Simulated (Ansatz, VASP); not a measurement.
W in VASP and in Ansatz

```
W
1.0
     0.00000    2.00858    2.00858
     2.00858    0.00000    2.00858
     2.00858    2.00858    0.00000
W
1
Direct
  0.00000 0.00000 0.00000
```

Alike in both runs: functional r2SCAN; k mesh 18 × 18 × 18; occupations gaussian, width 0.1 eV; no spin polarisation.

Ansatz relaxed the structure, and its values are those at the end. VASP's run is a single point on that final structure, the one shown.

```csv
,VASP,Ansatz
version,VASP 6.6.1,Ansatz 0.2.0
potentials or method,"VASP PAW PBE potentials, release 64 (W_sv)","scalar-relativistic, plane waves, PAW"
plane-wave cutoff (eV),520,500
valence electrons in the cell,14,14
```

VASP gave:

```
gap on the k mesh at the Fermi level (eV) : none
pressure (GPa)                            : 1.1
```

Q: What did Ansatz give for the same quantities?

A: gap on the k mesh at the Fermi level (eV): none; pressure (GPa): 0.0.

A gap of «none» marks a metal or a gap that the smearing closes.

Caveats: the PAW data sets were made with another functional, which shifts forces and pressure a little (VASP). The runs have no spin-orbit coupling, so splittings on W are missing.
